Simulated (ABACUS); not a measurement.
# Lu in ABACUS: the effect of functional

Crystal: Lu.

```xyz
2
Lattice="3.4796 0.0000 0.0000 -1.7398 3.0134 0.0000 0.0000 0.0000 5.5136" Properties=species:S:1:pos:R:3 pbc="T T T"
Lu    1.7398    1.0045    4.1352
Lu    0.0000    2.0089    1.3784
```

The cell isn't the ideal one: volume scaled by 0.98.

Alike in all runs:

| Item | Value |
| --- | --- |
| Program | ABACUS 3.10.1 |
| Task | equation of state |
| Potentials or basis | PseudoDojo NC SR 0.4.1 PBE standard |
| Cutoff | 1361 eV |
| Density cutoff | 5442 eV |
| Basis | plane waves |
| k mesh | 6 × 6 × 4 |
| Occupations | fermi-dirac, width 0.05 eV |
| Spin | no spin polarisation |

```tsv
functional	pressure (GPa)
LDA	?
PBEsol	-2.6
PW91	-0.3
BLYP	1.0
```

Question: What does the run with functional LDA give?

Answer: Pressure -5.8 GPa.

Caveats: the potentials were made for another functional, which shifts forces and pressure.

Runs at the PBE level aren't shown here.
